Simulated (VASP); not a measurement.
# TaS2 (P-3m1) in VASP: a series of runs

The runs below take TaS2 through band structure, with PBEsol, RPBE, revPBE, PBE.

All numbers are computed with VASP 6.6.1; they aren't measurements. Logs are shortened: lines on timing, memory, paths and dates and some standing lists are left out, and cuts for length are marked.

## Step 1: The structure

Symmetry: P-3m1, No. 164, trigonal system. Conventional cell: a = 3.350 Å, b = 3.350 Å, c = 5.860 Å, α = 90.00°, β = 90.00°, γ = 120.00°. Ta (site symmetry -3m) has 6 S at 2.43 Å as nearest neighbours. S (site symmetry 3m) has 3 Ta at 2.43 Å as nearest neighbours.

## Step 2: Band structure, PBEsol, spin-orbit coupling, no magnetisation

Input file INCAR:

```
SYSTEM = TaS2
ALGO = Normal
EDIFF = 1E-7
ENCUT = 520
GGA = PS
GGA_COMPAT = .FALSE.
ISIF = 2
ISMEAR = -1
LASPH = .TRUE.
LCHARG = .FALSE.
LMAXMIX = 4
LNONCOLLINEAR = .TRUE.
LORBIT = 11
LREAL = .FALSE.
LSORBIT = .TRUE.
LWAVE = .FALSE.
MAGMOM = 0 0 0 0 0 0 0 0 0
NBANDS = 36
NELM = 80
PREC = Accurate
SIGMA = 0.05
```

Input file KPOINTS:

```
k-points
0
G
  7 7 4
  0 0 0
```

Input file POSCAR:

```
TaS2
1.0
    3.3500000000      0.0000000000      0.0000000000
   -1.6750000000      2.9011851027      0.0000000000
    0.0000000000      0.0000000000      5.8600000000
Ta S
1 2
Direct
    0.0000000000      0.0000000000      0.0000000000
    0.6666666667      0.3333333333      0.7500000000
    0.3333333333      0.6666666667      0.2500000000
```

Input file KPOINTS_OPT:

```
path GMKGALHA,LM,KH
10
line-mode
reciprocal
 0.0000000000  0.0000000000  0.0000000000  G
 0.5000000000  0.0000000000  0.0000000000  M

 0.5000000000  0.0000000000  0.0000000000  M
 0.3333333333  0.3333333333  0.0000000000  K

 0.3333333333  0.3333333333  0.0000000000  K
 0.0000000000  0.0000000000  0.0000000000  G

 0.0000000000  0.0000000000  0.0000000000  G
 0.0000000000  0.0000000000  0.5000000000  A

 0.0000000000  0.0000000000  0.5000000000  A
 0.5000000000  0.0000000000  0.5000000000  L

 0.5000000000  0.0000000000  0.5000000000  L
 0.3333333333  0.3333333333  0.5000000000  H

 0.3333333333  0.3333333333  0.5000000000  H
 0.0000000000  0.0000000000  0.5000000000  A

 0.5000000000  0.0000000000  0.5000000000  L
 0.5000000000  0.0000000000  0.0000000000  M

 0.3333333333  0.3333333333  0.0000000000  K
 0.3333333333  0.3333333333  0.5000000000  H
```

Potentials or basis: VASP PAW PBE potentials, release 64 (Ta_pv, S).

Command:

```sh
$ cat potpaw_PBE.64/Ta_pv/POTCAR potpaw_PBE.64/S/POTCAR > POTCAR
$ mpirun -np 1 vasp_ncl > vasp.out
```

OUTCAR:

```text
SYSTEM = TaS2
   EDIFF = 1E-7
   ENCUT = 520
   GGA = PS
   ISIF = 2
   ISMEAR = -1
   LASPH = .TRUE.
   LNONCOLLINEAR = .TRUE.
   LORBIT = 11
   LREAL = .FALSE.
   LSORBIT = .TRUE.
   NELM = 80
   PREC = Accurate

 ion  position               nearest neighbor table
   1  0.000  0.000  0.000-   2 2.43   3 2.43   2 2.43   3 2.43   2 2.43   3 2.43
   2  0.667  0.333  0.750-   1 2.43   1 2.43   1 2.43
   3  0.333  0.667  0.250-   1 2.43   1 2.43   1 2.43

  LATTYP: Found a hexagonal cell.
 ALAT       =     3.3500000000
 C/A-ratio  =     1.7492537313

  Lattice vectors:

 A1 = (   3.3500000000,   0.0000000000,   0.0000000000)
 A2 = (  -1.6750000000,   2.9011851027,   0.0000000000)
 A3 = (   0.0000000000,   0.0000000000,   5.8600000000)

Analysis of symmetry for initial positions (statically):
=====================================================================
 Subroutine PRICEL returns:
 Original cell was already a primitive cell.

 Routine SETGRP: Setting up the symmetry group for a
 hexagonal supercell.

 Subroutine GETGRP returns: Found 12 space group operations
 (whereof 12 operations were pure point group operations)
 out of a pool of 24 trial point group operations.

The static configuration has the point symmetry D_3d.

Analysis of symmetry for dynamics (positions and initial velocities):
=====================================================================
 Subroutine PRICEL returns:
 Original cell was already a primitive cell.

 Routine SETGRP: Setting up the symmetry group for a
 hexagonal supercell.

 Subroutine GETGRP returns: Found 12 space group operations
 (whereof 12 operations were pure point group operations)
 out of a pool of 24 trial point group operations.

The dynamic configuration has the point symmetry D_3d.

Analysis of structural, dynamic, and magnetic symmetry:
=====================================================================
 Subroutine PRICEL returns:
 Original cell was already a primitive cell.

 Routine SETGRP: Setting up the symmetry group for a
 hexagonal supercell.

 Subroutine GETGRP returns: Found 12 space group operations
 (whereof 12 operations were pure point group operations)
 out of a pool of 24 trial point group operations.

The overall configuration has the point symmetry D_3d.

 Subroutine INISYM returns: Found 12 space group operations
 (whereof 12 operations are pure point group operations),
 and found     1 'primitive' translations

----------------------------------------------------------------------------------------

                                     Primitive cell

  volume of cell :      56.9532

  direct lattice vectors                    reciprocal lattice vectors
     3.350000000  0.000000000  0.000000000     0.298507463  0.172343364  0.000000000
    -1.675000000  2.901185103  0.000000000     0.000000000  0.344686728  0.000000000
     0.000000000  0.000000000  5.860000000     0.000000000  0.000000000  0.170648464

  length of vectors
     3.350000000  3.350000000  5.860000000     0.344686728  0.344686728  0.170648464

  position of ions in fractional coordinates (direct lattice)
     0.000000000  0.000000000  0.000000000
     0.666666667  0.333333333  0.750000000
     0.333333333  0.666666667  0.250000000

  ion indices of the primitive-cell ions
   primitive index   ion index
                 1           1
                 2           2
                 3           3

----------------------------------------------------------------------------------------

 KPOINTS: k-points

Automatic generation of k-mesh.
 Grid dimensions read from file:
 generate k-points for:    7    7    4

 Generating k-lattice:

  Cartesian coordinates                     Fractional coordinates (reciprocal lattice)
     0.042643923  0.024620481  0.000000000     0.142857143  0.000000000  0.000000000
     0.000000000  0.049240961  0.000000000     0.000000000  0.142857143  0.000000000
     0.000000000  0.000000000  0.042662116     0.000000000  0.000000000  0.250000000

  Length of vectors
[... 50 lines left out ...]
   ISTART =      0    job   : 0-new  1-cont  2-samecut
   ICHARG =      2    charge: 1-file 2-atom 10-const
   ISPIN  =      1    spin polarized calculation?
   LNONCOLLINEAR =      T non collinear calculations
   LSORBIT =      T    spin-orbit coupling
   LASPH  =      T    aspherical Exc in radial PAW
   ENCUT  =  520.0 eV  38.22 Ry    6.18 a.u.   6.23  6.23 10.90*2*pi/ulx,y,z
   NELM   =     80;   NELMIN=  2; NELMDL= -5     # of ELM steps
   EDIFF  = 0.1E-06   stopping-criterion for ELM
   LREAL  =      F    real-space projection
   EDIFFG = 0.1E-05   stopping-criterion for IOM
   NSW    =      0    number of steps for IOM
   IBRION =     -1    ionic relax: 0-MD 1-quasi-New 2-CG
   NFREE  =      0    steps in history (QN), initial steepest desc. (CG)
   ISIF   =      2    stress and relaxation
   ISYM   =      2    0-nonsym 1-usesym 2-fastsym
   POTIM  = 0.5000    time-step for ionic-motion
   TEBEG  =    0.0;   TEEND  =   0.0 temperature during run
   PSTRESS=    0.0 pullay stress
   NELECT =      23.0000    total number of electrons
   NUPDOWN=      -1.0000    fix difference up-down
   EMIN   =  10.00;   EMAX   =-10.00  energy-range for DOS
   EFERMI =   0.00;   METHOD = LEGACY
   ISMEAR =    -1;   SIGMA  =   0.05  broadening in eV -4-tet -1-fermi 0-gaus
   EFERMI_NEDOS =   21; number of points for ismear=-14 and -15
   IALGO  =     38    algorithm
   IMIX   =      4    mixing-type and parameters
     AMIX     =   0.40;   BMIX     =  1.00
     AMIX_MAG =   1.60;   BMIX_MAG =  1.00
  volume/ion in A,a.u.               =      18.98       128.11
  Fermi-wavevector in a.u.,A,eV,Ry     =   1.210073  2.286706 19.922686  1.464276
  Thomas-Fermi vector in A             =   2.345631
   LORBIT       =     11    0 simple, 1 ext, 2 COOP (PROOUT), +10 PAW based schemes
   GGA     = PS    functional components
   LHFCALC =     F    Hartree Fock is set to
   AEXX    =    0.0000 exact exchange contribution
   IVDW    =     0    specifies the selected vdW correction
   LEPSILON=     F    determine dielectric tensor
   LRPA    =     F    only Hartree local field effects (RPA)
  energy-cutoff  :      520.00
  volume of cell :       56.95
 maximum number of plane-waves:      3138
 NGX is ok and might be reduce to    28
   NGX = 13   NGY = 13   NGZ = 21

 number of electron      22.9999999 magnetization      -0.0000000     -0.0000000     -0.0000000

 number of electron      22.9999999 magnetization      -0.0000000      0.0000000      0.0000000

 number of electron      22.9999999 magnetization       0.0000000      0.0000000      0.0000000

 number of electron      22.9999999 magnetization      -0.0000000     -0.0000000      0.0000000

 Free energy of the ion-electron system (eV)
  ---------------------------------------------------
  ext. energy  EPLUGINS =         0.00000000
  ---------------------------------------------------
  free energy    TOTEN  =       -25.17031869 eV

  energy without entropy =      -25.14830443  energy(sigma->0) =      -25.15931156

 E-fermi :   5.5581     XC(G=0): -10.6956

 val. band max:        5.5544473163   @ k =   0.2857   0.1429   0.5000
 cond. band min:       5.5597448230   @ k =   0.0000   0.0000   0.2500
 fundamental gap:      0.0052975067
 Fermi energy:         5.5581497036

 k-point     1 :       0.0000    0.0000    0.0000
  band No.  band energies     occupation
      1     -34.9122      1.00000
      2     -34.9122      1.00000
      3     -27.1772      1.00000
      4     -27.1772      1.00000
      5     -27.1159      1.00000
      6     -27.1159      1.00000
[... 1053 lines left out ...]
     34      12.9055      0.00000
     35      13.0874      0.00000
 [bands above 35 left out]

------------------------ aborting loop because EDIFF is reached ----------------------------------------

  FORCE on cell =-STRESS in cart. coord.  units (eV):
  Direction    XX          YY          ZZ          XY          YZ          ZX
  --------------------------------------------------------------------------------------
  -------------------------------------------------------------------------------------
  Total        1.0826164      1.0826164      2.7610424     -0.0000000     -0.0000000     -0.0000000
  in kB       30.4556108     30.4556108     77.6722346     -0.0000000     -0.0000000     -0.0000000
  external PRESSURE =      46.1944854 kB  Pullay stress =       0.0000000 kB

 VOLUME and BASIS-vectors are now :
 -----------------------------------------------------------------------------
  energy-cutoff  :      520.00
  volume of cell :       56.95
      direct lattice vectors                 reciprocal lattice vectors
     3.350000000  0.000000000  0.000000000     0.298507463  0.172343364  0.000000000
    -1.675000000  2.901185103  0.000000000     0.000000000  0.344686728  0.000000000
     0.000000000  0.000000000  5.860000000     0.000000000  0.000000000  0.170648464

 POSITION                                       TOTAL-FORCE (eV/Angst)
 -----------------------------------------------------------------------------------
      0.00000      0.00000      0.00000        -0.000000      0.000000      0.000000
      1.67500      0.96706      4.39500         0.000000      0.000000     -1.003885
     -0.00000      1.93412      1.46500        -0.000000     -0.000000      1.003885
 -----------------------------------------------------------------------------------
    total drift:                               -0.000000     -0.000000     -0.000000

  FREE ENERGIE OF THE ION-ELECTRON SYSTEM (eV)
  ---------------------------------------------------
  free  energy   TOTEN  =       -25.1703186914 eV

  energy  without entropy=      -25.1483044251  energy(sigma->0) =      -25.15931156

 Spin-Orbit-Coupling matrix elements

 Ion:    1  E_soc:     -1.3276422
 l=   1
     0.0000000    -0.2054030    -0.2062795
    -0.2054030     0.0000000    -0.2054030
    -0.2062795    -0.2054030     0.0000000
 l=   2
     0.0000000    -0.0028490     0.0000000    -0.0028490    -0.0112309
    -0.0028490     0.0000000    -0.0105675    -0.0029735    -0.0028490
     0.0000000    -0.0105675     0.0000000    -0.0105675     0.0000000
    -0.0028490    -0.0029735    -0.0105675     0.0000000    -0.0028490
    -0.0112309    -0.0028490     0.0000000    -0.0028490     0.0000000
 l=   3
     0.0000000     0.0000000     0.0000000     0.0000000     0.0000000     0.0000000     0.0000000
     0.0000000     0.0000000     0.0000000     0.0000000     0.0000000     0.0000000     0.0000000
     0.0000000     0.0000000     0.0000000     0.0000000     0.0000000     0.0000000     0.0000000
     0.0000000     0.0000000     0.0000000     0.0000000     0.0000000     0.0000000     0.0000000
[... 29 lines left out ...]
 l=   2
     0.0000000     0.0000000     0.0000000     0.0000000     0.0000000
     0.0000000     0.0000000     0.0000000     0.0000000     0.0000000
     0.0000000     0.0000000     0.0000000     0.0000000     0.0000000
     0.0000000     0.0000000     0.0000000     0.0000000     0.0000000
     0.0000000     0.0000000     0.0000000     0.0000000     0.0000000
 l=   3
     0.0000000     0.0000000     0.0000000     0.0000000     0.0000000     0.0000000     0.0000000
     0.0000000     0.0000000     0.0000000     0.0000000     0.0000000     0.0000000     0.0000000
     0.0000000     0.0000000     0.0000000     0.0000000     0.0000000     0.0000000     0.0000000
     0.0000000     0.0000000     0.0000000     0.0000000     0.0000000     0.0000000     0.0000000
     0.0000000     0.0000000     0.0000000     0.0000000     0.0000000     0.0000000     0.0000000
     0.0000000     0.0000000     0.0000000     0.0000000     0.0000000     0.0000000     0.0000000
     0.0000000     0.0000000     0.0000000     0.0000000     0.0000000     0.0000000     0.0000000

 total charge

# of ion       s       p       d       tot
------------------------------------------
    1        0.317   6.237   2.355   8.909
    2        1.347   2.385   0.000   3.732
    3        1.347   2.385   0.000   3.732
--------------------------------------------------
tot          3.012  11.006   2.355  16.373

 magnetization (x)

# of ion       s       p       d       tot
------------------------------------------
    1        0.000   0.000  -0.000  -0.000
    2        0.000  -0.000   0.000  -0.000
    3        0.000  -0.000   0.000  -0.000
--------------------------------------------------
tot          0.000  -0.000  -0.000  -0.000

 magnetization (y)

# of ion       s       p       d       tot
------------------------------------------
    1        0.000   0.000   0.000   0.000
    2        0.000   0.000   0.000   0.000
    3        0.000   0.000   0.000   0.000
--------------------------------------------------
tot          0.000   0.000   0.000   0.000

 magnetization (z)

# of ion       s       p       d       tot
------------------------------------------
    1        0.000   0.000  -0.000  -0.000
    2        0.000   0.000   0.000   0.000
    3        0.000   0.000   0.000   0.000
--------------------------------------------------
tot          0.000   0.000  -0.000  -0.000
```

Wall time 3.7 min (1 thread of AMD EPYC 9R45 (Zen 5), shared host); peak memory 0.35 GiB.

Results:

| Quantity | Value |
| --- | --- |
| Free energy | -25.1703 eV |
| Pressure | 4.6 GPa |
| Largest force | 1.004 eV/Å |
| Valence electrons inside the program's atomic spheres | Ta 8.91; S 3.73 |

Forces in eV/Å, atoms in the order of the input:
```
Ta   0.000  0.000  0.000
S    0.000  0.000 -1.004
S    0.000  0.000  1.004
```

Caveat: the PAW data sets were made with another functional, which shifts forces and pressure a little; this functional lacks dispersion, which binds the layers, so the pressure and a relaxed spacing across them are unreliable.

## Step 3: Band structure, RPBE

Input file INCAR:

```
  ALGO = Normal
  EDIFF = 1E-6
  ENCUT = 520
  GGA = RP
  ISIF = 2
  ISMEAR = -1
  LASPH = True
  LCHARG = False
  LMAXMIX = 4
  LREAL = False
  LWAVE = False
  NELM = 60
  PREC = Accurate
  SIGMA = 0.05
```

Input file KPOINTS:

```
k-points
0
Gamma
  9 9 5
```

POSCAR is that of step 2.

KPOINTS_OPT is that of step 2.

Potentials or basis: VASP PAW PBE potentials, release 64 (Ta_pv, S).

Command:

```sh
$ cat potpaw_PBE.64/Ta_pv/POTCAR potpaw_PBE.64/S/POTCAR > POTCAR
$ mpirun -np 1 vasp_std > vasp.out
```

Run time: 54 s. Hardware: 1 thread of AMD EPYC 9R45 (Zen 5), shared host; peak memory 0.2 GiB.

Results (log left out):

* Free energy: -21.8019 eV
* Pressure: 11.8 GPa
* Largest force: 1.321 eV/Å
* Band gap along the path: none (metal or under the smearing width)

Forces on the atoms (eV/Å):
```
Ta   0.000  0.000  0.000
S    0.000  0.000 -1.321
S    0.000  0.000  1.321
```

Stress tensor (GPa, compression positive):
```
10.14  0.00  0.00
 0.00 10.14  0.00
 0.00  0.00 15.21
```

Levels at the corners of the path, in eV from the Fermi level:
```tsv
point	band 8	band 9	band 10	band 11	band 12	band 13	band 14	band 15
Γ	-4.28	-1.38	-0.83	-0.83	0.04	0.04	0.30	4.08
M	-4.53	-4.13	-3.49	-2.30	-0.82	2.47	3.02	4.61
M	-4.53	-4.13	-3.49	-2.30	-0.82	2.47	3.02	4.61
K	-5.52	-3.85	-3.85	-3.22	1.20	2.14	2.14	4.24
K	-5.52	-3.85	-3.85	-3.22	1.20	2.14	2.14	4.24
Γ	-4.28	-1.38	-0.83	-0.83	0.04	0.04	0.30	4.08
Γ	-4.28	-1.38	-0.83	-0.83	0.04	0.04	0.30	4.08
A	-4.26	-3.53	-0.97	-0.97	0.01	0.01	1.22	4.49
A	-4.26	-3.53	-0.97	-0.97	0.01	0.01	1.22	4.49
L	-4.42	-4.26	-2.30	-2.02	-1.24	2.46	3.02	4.53
L	-4.42	-4.26	-2.30	-2.02	-1.24	2.46	3.02	4.53
H	-5.50	-3.79	-3.60	-3.60	1.28	1.49	1.49	5.11
H	-5.50	-3.79	-3.60	-3.60	1.28	1.49	1.49	5.11
A	-4.26	-3.53	-0.97	-0.97	0.01	0.01	1.22	4.49
L	-4.42	-4.26	-2.30	-2.02	-1.24	2.46	3.02	4.53
M	-4.53	-4.13	-3.49	-2.30	-0.82	2.47	3.02	4.61
K	-5.52	-3.85	-3.85	-3.22	1.20	2.14	2.14	4.24
H	-5.50	-3.79	-3.60	-3.60	1.28	1.49	1.49	5.11
```

Caveat: the PAW data sets were made with another functional, which shifts forces and pressure a little; spin-orbit coupling is left out, which moves the levels of the heavy elements; this functional lacks dispersion, which binds the layers, so the pressure and a relaxed spacing across them are unreliable.

## Step 4: Band structure, revPBE

Input file INCAR:

```
PREC     = Accurate       # precision mode
ENCUT    = 520            # plane-wave cutoff, eV
EDIFF    = 1E-6           # SCF threshold, eV
ISMEAR   = -1             # smearing method
SIGMA    = 0.05           # smearing width, eV
LREAL    = False          # projectors in reciprocal space
LASPH    = True           # aspherical terms in the spheres
NELM     = 100            # most SCF steps
ALGO     = Normal         # electronic algorithm
ISIF     = 2              # what is computed and relaxed
LWAVE    = False          # write WAVECAR
LCHARG   = False          # write CHGCAR
LMAXMIX  = 4              # l up to which the mixer works
GGA      = RE             # functional
NBANDS   = 18             # bands
```

Input file KPOINTS:

```
regular mesh
0
Gamma
  9 9 5
```

POSCAR is that of step 3.

Changes to KPOINTS_OPT since step 3:

```diff
@@ -1,3 +1,3 @@
 path GMKGALHA,LM,KH
-10
+15
 line-mode
```

Command:

```sh
$ cat potpaw_PBE.64/Ta_pv/POTCAR potpaw_PBE.64/S/POTCAR > POTCAR
$ mpirun -np 1 vasp_std > vasp.out
```

It took 72 s on 1 thread of AMD EPYC 9R45 (Zen 5), shared host; peak memory 0.2 GiB.

Results (log left out):

```
Free energy             : -21.9737 eV
Pressure                : 11.1 GPa
Largest force           : 1.297 eV/Å
Band gap along the path : none (metal or under the smearing width)
```

Forces in eV/Å, atoms in the order of the input:
```
Ta   0.000  0.000  0.000
S    0.000  0.000 -1.297
S    0.000  0.000  1.297
```

Stress tensor (GPa, compression positive):
```
 9.42  0.00  0.00
 0.00  9.42  0.00
 0.00  0.00 14.46
```

Levels at the corners of the path, in eV from the Fermi level:
```csv
point,band 9,band 10,band 11,band 12,band 13,band 14
Γ,-1.37,-0.82,-0.82,0.04,0.04,0.30
M,-4.12,-3.48,-2.29,-0.82,2.47,3.02
M,-4.12,-3.48,-2.29,-0.82,2.47,3.02
K,-3.85,-3.85,-3.22,1.19,2.14,2.14
K,-3.85,-3.85,-3.22,1.19,2.14,2.14
Γ,-1.37,-0.82,-0.82,0.04,0.04,0.30
Γ,-1.37,-0.82,-0.82,0.04,0.04,0.30
A,-3.54,-0.96,-0.96,0.01,0.01,1.23
A,-3.54,-0.96,-0.96,0.01,0.01,1.23
L,-4.25,-2.29,-2.02,-1.24,2.46,3.01
L,-4.25,-2.29,-2.02,-1.24,2.46,3.01
H,-3.79,-3.59,-3.59,1.27,1.49,1.49
H,-3.79,-3.59,-3.59,1.27,1.49,1.49
A,-3.54,-0.96,-0.96,0.01,0.01,1.23
L,-4.25,-2.29,-2.02,-1.24,2.46,3.01
M,-4.12,-3.48,-2.29,-0.82,2.47,3.02
K,-3.85,-3.85,-3.22,1.19,2.14,2.14
H,-3.79,-3.59,-3.59,1.27,1.49,1.49
```

Caveat: the PAW data sets were made with another functional, which shifts forces and pressure a little; spin-orbit coupling is left out, which moves the levels of the heavy elements; this functional lacks dispersion, which binds the layers, so the pressure and a relaxed spacing across them are unreliable.

[end of part 1 of 2]
